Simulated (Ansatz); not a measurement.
Here is an Ansatz 0.2.0 calculation.

Contents of input.yaml:

```yaml
crystal:
  lattice:
    - [-1.807802615, 1.807802615, 1.807802615]
    - [1.807802615, -1.807802615, 1.807802615]
    - [1.807802615, 1.807802615, -1.807802615]
  atoms:
    - { symbol: Cd, position: [0.0, 0.0, 0.0] }
hamiltonian:
  xc: pbe0
  pseudopotentials: { kind: paw }
kpoints:
  mp_grid: { grid: [5, 5, 5] }
scf:
  occupations: { method: fermi_dirac, width: 0.1 }
output:
  forces: true
  stress: true
  eigenvalues: true
```

Potentials or basis: Ansatz PAW.

The run is started by

```bash
$ ansatz run input.yaml --threads 2 --pin off --max-ram 5632MiB --backend cpu --events-out ev --progress --plain --runs-dir out
```

Task: Predict the pressure.

Result: -2.8 GPa.

Task: Estimate the band gap on the k mesh.

Result: None (metal or under the smearing width).

Caveat: the k mesh is coarse (spacing up to 0.49 Å⁻¹), so the values aren't converged, least of all with exact exchange; the PAW data sets come from PBE, with cores solved anew for the run's functional, which leaves a small shift of forces and pressure; the thresholds are loose for stress.
